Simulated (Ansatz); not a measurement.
Te2Mo:

```
Te Mo
1.0
     3.51820    0.00000    0.00000
    -1.75910    3.04685    0.00000
     0.00000    0.00000   13.97360
Te Mo
4 2
Direct
  0.66667 0.33333 0.37900
  0.33333 0.66667 0.87900
  0.66667 0.33333 0.12100
  0.33333 0.66667 0.62100
  0.66667 0.33333 0.75000
  0.33333 0.66667 0.25000
```

Program: Ansatz 0.2.0. Alike in all runs: task band structure; potentials or basis all-electron LAPW, scalar-relativistic; no spin polarisation; cell as given; k mesh 9 × 9 × 2; smearing fermi-dirac 0.05 eV; basis error allowed 0.002 eV/atom.

Task: Order these runs on this cell by their pressure, lowest first.
A. level PBE; cutoff (eV) 242
B. level LDA; cutoff (eV) 241
C. level PBEsol; cutoff (eV) 242

Result: B (-3.0 GPa), C (-1.1 GPa), A (2.9 GPa).

Caveats: this functional lacks dispersion, which binds the layers, so the pressure and a relaxed spacing across them are unreliable (some runs).

Not every run made on this cell is shown here.
